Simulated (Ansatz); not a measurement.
## HgTe (F-43m), an elastic constant from a strain scan

All numbers below come from DFT PBEsol, scalar-relativistic, plane waves, PAW (Ansatz). Cutoff 420 eV, Γ-centred 16×16×16 k-points, Gaussian smearing of 0.15 eV. Spin–orbit coupling is left out, which can shift energies with elements as heavy as these. No spin polarisation. Energies are free energies at this smearing, counted from the undisturbed cell; pressure is positive in compression.

The starting cell (relaxed at this level):

```
Hg Te
1.0
     0.00000    3.25589    3.25589
     3.25589    0.00000    3.25589
     3.25589    3.25589    0.00000
Hg Te
1 1
Direct
  0.00000 0.00000 0.00000
  0.75000 0.75000 0.75000
```

The cell is strained by ε times the Voigt pattern (0, 1, 0, 0, 0, 0) (xx, yy, zz, yz, xz, xy; engineering shear) with fractional coordinates fixed. The cell holds 2 atoms in V0 = 69.03 Å³. The stress column is τ = (1/V0) dE/dε, got from the stress tensor σ (compression positive) at each point as −det(1 + εP) σ : P(1 + εP)⁻¹, with P the pattern as a tensor.

| ε | ΔE (meV/atom) | τ (GPa) |
| --- | --- | --- |
| -0.0300 | 4.950 | -1.602 |
| -0.0200 | 2.110 | -1.036 |
| 0.0000 | 0.000 | 0.047 |
| 0.0100 | 0.660 | 0.564 |
| 0.0300 | 5.238 | 1.551 |
| 0.0400 | ? | ? |

Which combination of elastic constants does this scan measure, and how large is it?

For small ε, τ = τ0 + Kε with K = pᵀCp, which for this pattern is C11 in the cubic axes. The parabola through τ at ε = -0.0200, 0 and 0.0100 has slope K = 53 GPa at zero. The energies per cell, E = NΔE, of the same two points give K = 2[E(ε₊)/ε₊ − E(ε₋)/ε₋]/[(ε₊ − ε₋)V0] = 53 GPa, in agreement.

Predict the withheld row at ε = 0.0400 from the harmonic law, and compare.

ΔE = V0(τ0 ε + Kε²/2)/N = 9.457 meV/atom and τ = 2.15 GPa. The calculation gives 9.088 meV/atom and 2.02 GPa, a miss of 3.9 % of the harmonic energy, so the harmonic law still holds here.

In a metal these slopes depend on the k mesh and the smearing.